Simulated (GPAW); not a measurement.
# ZrN (Fm-3m) in GPAW: gruneisen with SCAN

Aim: the gruneisen of ZrN with SCAN.

Everything below comes from runs of GPAW 26.7.0. Logs are shortened: lines on timing, memory, paths and dates and some standing lists are left out, and cuts for length are marked. The log counts tension as positive stress, the text compression.

### Step 1. The structure

The structure is cubic, space group Fm-3m (No. 225). The conventional cell has a = 4.600 Å, b = 4.600 Å, c = 4.600 Å, α = 90.00°, β = 90.00°, γ = 90.00°. Zr (site symmetry m-3m) has 6 N at 2.30 Å as nearest neighbours. N (site symmetry m-3m) is surrounded by 6 Zr at 2.30 Å.

### Step 2. Gruneisen, SCAN

Contents of run.py:

```python
import json
import numpy as np
from ase import Atoms
from ase.constraints import FixSymmetry
from ase.filters import FrechetCellFilter
from ase.io import read, write
from ase.optimize import BFGS
from phonopy import Phonopy
from phonopy.structure.atoms import PhonopyAtoms
from gpaw import GPAW, PW

atoms = read('POSCAR')

calc = GPAW(mode=PW(680),
            xc='MGGA_X_SCAN+MGGA_C_SCAN',
            kpts={'size': (7, 7, 7), 'gamma': True},
            occupations={'name': 'fermi-dirac', 'width': 0.05},
            nbands=16,
            convergence={'density': 1e-06, 'forces': 0.0001, 'eigenstates': 1e-09},
            mixer={'backend': 'msr1', 'beta': 0.15},
            eigensolver={'name': 'davidson', 'niter': 2},
            maxiter=75,
            txt='gpaw.txt')
atoms.calc = calc
atoms.set_constraint(FixSymmetry(atoms))
BFGS(FrechetCellFilter(atoms), trajectory='relax.traj', logfile='-').run(fmax=0.005, steps=40)
atoms.set_constraint()
energy = atoms.get_potential_energy()
forces = atoms.get_forces()
stress = atoms.get_stress()
calc.write('gs.gpw')
write('result.traj', atoms)
print('Cell:', atoms.cell.cellpar().round(4))
print(atoms.get_scaled_positions().round(5))

def force_constants(scale):
    unit = PhonopyAtoms(symbols=atoms.get_chemical_symbols(), cell=atoms.cell[:] * scale**(1 / 3),
                        scaled_positions=atoms.get_scaled_positions())
    ph = Phonopy(unit, supercell_matrix=np.diag([1, 1, 1]), primitive_matrix=np.eye(3), symprec=1e-4)
    ph.generate_displacements(distance=0.01)
    forces = []
    for i, sc in enumerate(ph.supercells_with_displacements):
        a = Atoms(sc.symbols, cell=sc.cell, scaled_positions=sc.scaled_positions, pbc=True)
        c = GPAW(mode=PW(680),
                 xc='MGGA_X_SCAN+MGGA_C_SCAN',
                 kpts={'size': (7, 7, 7), 'gamma': True},
                 occupations={'name': 'fermi-dirac', 'width': 0.05},
                 nbands=16,
                 convergence={'density': 1e-06, 'forces': 0.0001, 'eigenstates': 1e-09},
                 mixer={'backend': 'msr1', 'beta': 0.15},
                 eigensolver={'name': 'davidson', 'niter': 2},
                 maxiter=75,
                 txt=f'disp-{scale:.3f}-{i:02d}.txt')
        a.calc = c
        f = a.get_forces()
        forces.append(f - f.mean(axis=0))
        print(f'displacement {i}: drift', f.mean(axis=0).round(5), flush=True)
    ph.forces = forces
    ph.produce_force_constants()
    ph.symmetrize_force_constants()
    return ph

qpoints = [[0.0, 0.0, 0.0]]
results = {}
for scale in [0.99, 1.0, 1.01]:
    ph = force_constants(scale)
    ph.run_qpoints(qpoints)
    nu = ph.qpoints.frequencies * 33.35641  # THz to cm^-1
    results[f'{scale:.3f}'] = nu.tolist()
    for qp, f in zip(qpoints, nu):
        print(scale, np.round(qp, 4), f.round(2))

lo, mid, hi = (np.array(results[x]) for x in ('0.990', '1.000', '1.010'))
gamma = np.where(abs(mid) > 5, -(hi - lo) / (np.log(1.01 / 0.99) * np.where(abs(mid) > 5, mid, 1)), 0)
results['gamma'] = gamma.tolist()
print('Mode Grueneisen parameters:')
print(gamma.round(3))
json.dump(results, open('phonons.json', 'w'))
```

Contents of POSCAR:

```
ZrN
1.0
    0.0000000000      2.3000000000      2.3000000000
    2.3000000000      0.0000000000      2.3000000000
    2.3000000000      2.3000000000      0.0000000000
Zr N
1 1
Direct
    0.5000000000      0.5000000000      0.5000000000
    0.0000000000      0.0000000000      0.0000000000
```

Potentials or basis: GPAW PAW data sets (gpaw-data 1.2.1), pw.

Launch:

```bash
$ OMP_NUM_THREADS=1 python run.py
```

gpaw.txt:

```text
__  _  _
 | _ |_)|_||  |
 |__||  | ||/\| - 26.7.0

Input parameters:
  mode=PW(ecut=680.0),
  convergence={'density': 1e-06, 'forces': 0.0001, 'eigenstates': 1e-09},
  eigensolver=Davidson(niter=2),
  kpts=MonkhorstPack(size=(7, 7, 7), gamma=True),
  maxiter=75,
  mixer=MSR1(name='msr1', nmaxold=10, beta=0.15, reg=0.005, gb_scale=1.0, max_A=0.75, trust_scale=1.0, soft_lim=4.0, hard_lim=6.0, weight=20.0, sigma=0.015, g_ss=None),
  nbands=16,
  occupations=Occupations(name='fermi-dirac', width=0.05),
  xc=XC(name='MGGA_X_SCAN+MGGA_C_SCAN')

Diagonalizing LCAO Hamiltonian
Converting LCAO to pw mode

              Zr

       N

Atoms  # Å, Bohr magnetons
|   | symbol |        x |        y |        z |    initial magnetic moments |
|---|--------|----------|----------|----------|-----------------------------|
| 0 |     Zr | 2.300000 | 2.300000 | 2.300000 | ( 0.0000,  0.0000,  0.0000) |
| 1 |      N | 0.000000 | 0.000000 | 0.000000 | ( 0.0000,  0.0000,  0.0000) |

Unit cell  # Å
| periodic |        x |        y |        z |  lengths |    angles |
|----------|----------|----------|----------|----------|-----------|
|      yes | 0.000000 | 2.300000 | 2.300000 | 3.252691 | 60.000000 |
|      yes | 2.300000 | 0.000000 | 2.300000 | 3.252691 | 60.000000 |
|      yes | 2.300000 | 2.300000 | 0.000000 | 3.252691 | 60.000000 |

Number of symmetries: 48
Symmetry operations  # r_c * U_cc + t_c -> r_c
|    | kind |            matrix            |
|----|------|------------------------------|
|  0 |  σ   |  1, 0, 0,  1, 0,-1,  1,-1, 0 |
|  1 |  C2  |  1, 0, 0,  1,-1, 0,  1, 0,-1 |
|  2 |  E   |  1, 0, 0,  0, 1, 0,  0, 0, 1 |
|  3 |  σ   |  1, 0, 0,  0, 0, 1,  0, 1, 0 |
|  4 |  C4  |  1, 0,-1,  1, 0, 0,  1,-1, 0 |
|  5 |  S6  |  1, 0,-1,  1,-1, 0,  1, 0, 0 |
|  6 |  σ   |  1, 0,-1,  0, 1,-1,  0, 0,-1 |
|  7 |  C3  |  1, 0,-1,  0, 0,-1,  0, 1,-1 |
|  8 |  S6  |  1,-1, 0,  1, 0, 0,  1, 0,-1 |
|  9 |  C4  |  1,-1, 0,  1, 0,-1,  1, 0, 0 |
| 10 |  C3  |  1,-1, 0,  0,-1, 1,  0,-1, 0 |
| 11 |  σ   |  1,-1, 0,  0,-1, 0,  0,-1, 1 |
| 12 |  σ   |  0, 1, 0,  1, 0, 0,  0, 0, 1 |
| 13 |  C4  |  0, 1, 0,  0, 1,-1, -1, 1, 0 |
[... 155 lines left out ...]
convergence criteria:
- Maximum integral of absolute [dens]ity change: 1e-06 electrons / valence electron
- Maximum change in the atomic [forces] across last 2 cycles: 0.0001 eV/Ang OR
Maximum error relative to the maximum force is below inf
- Maximum integral of absolute [eigenst]ate change: 1e-09 eV^2 / valence electron
- Maximum [total energy] change in last 3 cyles: 0.0005 eV / valence electron
maximum number of iterations: 75

SCF iterations
|iter     | |      energy | eigst |  dens |force |
|---------|-|-------------|-------|-------|------|
|iter:   1| |  -47.433270 | +0.32 |       |      |
|iter:   2| |  -40.230233 | -0.53 | -0.88 |      |
|iter:   3| |  -39.957124 | -0.74 | -1.10 |      |
|iter:   4| |  -40.030178 | -1.55 | -1.60 |      |
|iter:   5| |  -40.047486 | -2.13 | -1.77 |      |
|iter:   6| |  -40.046841 | -3.09 | -2.63 |      |
|iter:   7| |  -40.046797c| -4.18 | -3.12 |      |
|iter:   8| |  -40.046789c| -5.19 | -3.65 |      |
|iter:   9| |  -40.046790c| -6.25 | -4.35 |      |
|iter:  10| |  -40.046790c| -7.32 | -4.84 |      |
|iter:  11| |  -40.046790c| -8.06 | -5.73 |      |
|iter:  12| |  -40.046790c| -9.17c| -6.17c|      |
|iter:  13| |  -40.046790c|-10.24c| -7.20c|-29.54c|

Converged in 13 steps
Energy contributions relative to reference atoms: (reference = -99375.292739)

Energy contributions:
  Kinetic:          15.027156
  Coulomb:         -16.555156
  Zero:              0.204545
  External:          0.000000
  Xc:              -38.720119
  Entropy:          -0.006430
  Spinorbit:         0.000000
  ----------------------------
  Free energy:     -40.050005
  Extrapolated:    -40.046790
[... 26 lines left out ...]
Stress tensor  # eV/Ang^3
|         x |         y |         z |
|-----------|-----------|-----------|
|  0.038893 | -0.000000 | -0.000000 |
| -0.000000 |  0.038893 |  0.000000 |
| -0.000000 |  0.000000 |  0.038893 |

Forces  # eV/Ang
|        x |        y |       z |
|----------|----------|---------|
| -0.00000 |  0.00000 | 0.00000 |  # Zr   0
|  0.00000 | -0.00000 | 0.00000 |  # N    1

Interpolating wave functions to new cell

              Zr

       N

Atoms  # Å, Bohr magnetons
|   | symbol |        x |        y |        z |    initial magnetic moments |
|---|--------|----------|----------|----------|-----------------------------|
| 0 |     Zr | 2.292239 | 2.292239 | 2.292239 | ( 0.0000,  0.0000,  0.0000) |
| 1 |      N | 0.000000 | 0.000000 | 0.000000 | ( 0.0000,  0.0000,  0.0000) |

Unit cell  # Å
| periodic |        x |        y |         z |  lengths |    angles |
|----------|----------|----------|-----------|----------|-----------|
|      yes | 0.000000 | 2.292239 |  2.292239 | 3.241715 | 60.000000 |
|      yes | 2.292239 | 0.000000 |  2.292239 | 3.241715 | 60.000000 |
|      yes | 2.292239 | 2.292239 | -0.000000 | 3.241715 | 60.000000 |

Number of symmetries: 48
Symmetry operations  # r_c * U_cc + t_c -> r_c
|    | kind |            matrix            |
|----|------|------------------------------|
|  0 |  σ   |  1, 0, 0,  1, 0,-1,  1,-1, 0 |
|  1 |  C2  |  1, 0, 0,  1,-1, 0,  1, 0,-1 |
|  2 |  E   |  1, 0, 0,  0, 1, 0,  0, 0, 1 |
|  3 |  σ   |  1, 0, 0,  0, 0, 1,  0, 1, 0 |
|  4 |  C4  |  1, 0,-1,  1, 0, 0,  1,-1, 0 |
|  5 |  S6  |  1, 0,-1,  1,-1, 0,  1, 0, 0 |
|  6 |  σ   |  1, 0,-1,  0, 1,-1,  0, 0,-1 |
|  7 |  C3  |  1, 0,-1,  0, 0,-1,  0, 1,-1 |
|  8 |  S6  |  1,-1, 0,  1, 0, 0,  1, 0,-1 |
|  9 |  C4  |  1,-1, 0,  1, 0,-1,  1, 0, 0 |
| 10 |  C3  |  1,-1, 0,  0,-1, 1,  0,-1, 0 |
| 11 |  σ   |  1,-1, 0,  0,-1, 0,  0,-1, 1 |
| 12 |  σ   |  0, 1, 0,  1, 0, 0,  0, 0, 1 |
| 13 |  C4  |  0, 1, 0,  0, 1,-1, -1, 1, 0 |
[... 155 lines left out ...]
convergence criteria:
- Maximum integral of absolute [dens]ity change: 1e-06 electrons / valence electron
- Maximum change in the atomic [forces] across last 2 cycles: 0.0001 eV/Ang OR
Maximum error relative to the maximum force is below inf
- Maximum integral of absolute [eigenst]ate change: 1e-09 eV^2 / valence electron
- Maximum [total energy] change in last 3 cyles: 0.0005 eV / valence electron
maximum number of iterations: 75

SCF iterations
|iter     | |      energy | eigst |  dens |force |
|---------|-|-------------|-------|-------|------|
|iter:   1| |  -45.865325 |       |       |      |
|iter:   2| |  -40.049072 | -1.19 | -1.90 |      |
|iter:   3| |  -40.049711 | -2.49 | -2.52 |      |
|iter:   4| |  -40.050128c| -3.51 | -2.72 |      |
|iter:   5| |  -40.050548c| -4.01 | -2.99 |      |
|iter:   6| |  -40.050583c| -5.39 | -3.27 |      |
|iter:   7| |  -40.050593c| -6.04 | -3.41 |      |
|iter:   8| |  -40.050594c| -6.33 | -3.58 |      |
|iter:   9| |  -40.050593c| -6.37 | -3.74 |      |
|iter:  10| |  -40.050592c| -6.93 | -4.01 |      |
|iter:  11| |  -40.050591c| -7.55 | -4.28 |      |
|iter:  12| |  -40.050591c| -7.96 | -4.68 |      |
|iter:  13| |  -40.050591c| -9.61c| -5.53 |      |
|iter:  14| |  -40.050591c|-10.35c| -6.09c|      |
|iter:  15| |  -40.050591c|-11.49c| -6.93c|-29.77c|

Converged in 15 steps
Energy contributions relative to reference atoms: (reference = -99375.292739)

Energy contributions:
  Kinetic:          16.428896
  Coulomb:         -17.682639
  Zero:              0.202942
  External:          0.000000
  Xc:              -38.996604
  Entropy:          -0.006373
  Spinorbit:         0.000000
  ----------------------------
  Free energy:     -40.053777
  Extrapolated:    -40.050591
[... 26 lines left out ...]
Stress tensor  # eV/Ang^3
|         x |         y |         z |
|-----------|-----------|-----------|
|  0.023165 | -0.000000 | -0.000000 |
| -0.000000 |  0.023165 | -0.000000 |
| -0.000000 | -0.000000 |  0.023165 |

Forces  # eV/Ang
|       x |       y |       z |
|---------|---------|---------|
| 0.00000 | 0.00000 | 0.00000 |  # Zr   0
| 0.00000 | 0.00000 | 0.00000 |  # N    1

Interpolating wave functions to new cell

              Zr

       N

Atoms  # Å, Bohr magnetons
|   | symbol |        x |        y |        z |    initial magnetic moments |
|---|--------|----------|----------|----------|-----------------------------|
| 0 |     Zr | 2.281135 | 2.281135 | 2.281135 | ( 0.0000,  0.0000,  0.0000) |
| 1 |      N | 0.000000 | 0.000000 | 0.000000 | ( 0.0000,  0.0000,  0.0000) |

Unit cell  # Å
| periodic |        x |        y |         z |  lengths |    angles |
|----------|----------|----------|-----------|----------|-----------|
|      yes | 0.000000 | 2.281135 |  2.281135 | 3.226013 | 60.000000 |
|      yes | 2.281135 | 0.000000 |  2.281135 | 3.226013 | 60.000000 |
|      yes | 2.281135 | 2.281135 | -0.000000 | 3.226013 | 60.000000 |

Number of symmetries: 48
Symmetry operations  # r_c * U_cc + t_c -> r_c
|    | kind |            matrix            |
|----|------|------------------------------|
|  0 |  σ   |  1, 0, 0,  1, 0,-1,  1,-1, 0 |
|  1 |  C2  |  1, 0, 0,  1,-1, 0,  1, 0,-1 |
|  2 |  E   |  1, 0, 0,  0, 1, 0,  0, 0, 1 |
|  3 |  σ   |  1, 0, 0,  0, 0, 1,  0, 1, 0 |
|  4 |  C4  |  1, 0,-1,  1, 0, 0,  1,-1, 0 |
|  5 |  S6  |  1, 0,-1,  1,-1, 0,  1, 0, 0 |
|  6 |  σ   |  1, 0,-1,  0, 1,-1,  0, 0,-1 |
|  7 |  C3  |  1, 0,-1,  0, 0,-1,  0, 1,-1 |
|  8 |  S6  |  1,-1, 0,  1, 0, 0,  1, 0,-1 |
|  9 |  C4  |  1,-1, 0,  1, 0,-1,  1, 0, 0 |
| 10 |  C3  |  1,-1, 0,  0,-1, 1,  0,-1, 0 |
| 11 |  σ   |  1,-1, 0,  0,-1, 0,  0,-1, 1 |
| 12 |  σ   |  0, 1, 0,  1, 0, 0,  0, 0, 1 |
| 13 |  C4  |  0, 1, 0,  0, 1,-1, -1, 1, 0 |
[... 155 lines left out ...]
convergence criteria:
- Maximum integral of absolute [dens]ity change: 1e-06 electrons / valence electron
- Maximum change in the atomic [forces] across last 2 cycles: 0.0001 eV/Ang OR
Maximum error relative to the maximum force is below inf
- Maximum integral of absolute [eigenst]ate change: 1e-09 eV^2 / valence electron
- Maximum [total energy] change in last 3 cyles: 0.0005 eV / valence electron
maximum number of iterations: 75

SCF iterations
|iter     | |      energy | eigst |  dens |force |
|---------|-|-------------|-------|-------|------|
|iter:   1| |  -45.881875 |       |       |      |
|iter:   2| |  -40.047006 | -1.18 | -1.84 |      |
|iter:   3| |  -40.047190 | -2.47 | -2.33 |      |
|iter:   4| |  -40.047477c| -3.38 | -2.56 |      |
|iter:   5| |  -40.047872c| -4.05 | -3.01 |      |
|iter:   6| |  -40.047923c| -5.26 | -3.19 |      |
|iter:   7| |  -40.047930c| -5.96 | -3.39 |      |
|iter:   8| |  -40.047930c| -5.82 | -3.53 |      |
|iter:   9| |  -40.047929c| -6.44 | -3.80 |      |
|iter:  10| |  -40.047927c| -7.10 | -4.04 |      |
|iter:  11| |  -40.047927c| -7.67 | -4.36 |      |
|iter:  12| |  -40.047927c| -8.25 | -4.88 |      |
|iter:  13| |  -40.047927c| -9.92c| -5.83 |      |
|iter:  14| |  -40.047927c|-10.93c| -6.55c|      |
|iter:  15| |  -40.047927c|-12.03c| -7.13c|-29.12c|

Converged in 15 steps
Energy contributions relative to reference atoms: (reference = -99375.292739)

Energy contributions:
  Kinetic:          18.482602
  Coulomb:         -19.328638
  Zero:              0.199771
  External:          0.000000
  Xc:              -39.398521
  Entropy:          -0.006283
  Spinorbit:         0.000000
  ----------------------------
  Free energy:     -40.051069
  Extrapolated:    -40.047927
[... 26 lines left out ...]
Stress tensor  # eV/Ang^3
|         x |         y |         z |
|-----------|-----------|-----------|
| -0.000397 | -0.000000 | -0.000000 |
| -0.000000 | -0.000397 |  0.000000 |
| -0.000000 |  0.000000 | -0.000397 |

Forces  # eV/Ang
|        x |        y |        z |
|----------|----------|----------|
| -0.00000 |  0.00000 | -0.00000 |  # Zr   0
|  0.00000 | -0.00000 | -0.00000 |  # N    1

# Writing to gs.gpw (mode='')
```

It took 2.9 min on 1 thread of Intel Xeon 6975P-C (Granite Rapids), shared host; peak memory 1.1 GiB.

What came out:

```
Free energy                            : -40.0511 eV
Relaxed volume                         : 11.87 Å³/atom
Relaxed cell                           : a = 3.226 Å, b = 3.226 Å, c = 3.226 Å, α = 60.00°, β = 60.00°, γ = 60.00°
Space group after relaxing (to 0.05 Å) : Fm-3m (No. 225)
Pressure after relaxing                : 0.1 GPa
Band gap on the k mesh                 : none (metal or under the smearing width)
Highest phonon frequency at Γ          : 503 cm⁻¹
```

Final structure:
```
CELL_PARAMETERS angstrom
0.00000 2.28114 2.28114
2.28114 0.00000 2.28114
2.28114 2.28114 0.00000
ATOMIC_POSITIONS crystal
Zr 0.50000 0.50000 0.50000
N 0.00000 0.00000 0.00000
```

Levels at points of the mesh, in eV from the Fermi level:
| k point | band 5 | band 6 | band 7 | band 8 | band 9 | band 10 | band 11 | band 12 |
| --- | --- | --- | --- | --- | --- | --- | --- | --- |
| (0.00, 0.00, 0.00) | -17.79 | -3.28 | -3.27 | -3.27 | -0.58 | -0.58 | -0.58 | 1.44 |

Phonon frequencies in cm⁻¹ (negative: imaginary):
| q point | frequencies |
| --- | --- |
| (0.000, 0.000, 0.000) | 0 0 0 503 503 503 |

Mode Grüneisen parameters of phonons at Γ, in order of frequency: 1.42, 1.42, 1.42

Caveat: the cutoff is short for stress and forces, so pressures can be off by a GPa or more; the density grid can change from cell to cell, which puts small steps into energies and stress; the PAW data sets were made with another functional, which shifts forces and pressure a little.

### Step 3. For comparison

An earlier run on the cell as given: functional PBE; potentials or basis GPAW PAW data sets (gpaw-data 1.2.1); cutoff 800 eV; basis pw; k mesh 10 × 10 × 10; occupations fermi-dirac, width 0.05 eV; no spin polarisation.

* Pressure: -2.8 GPa
* Band gap on the k mesh: none (metal or under the smearing width)
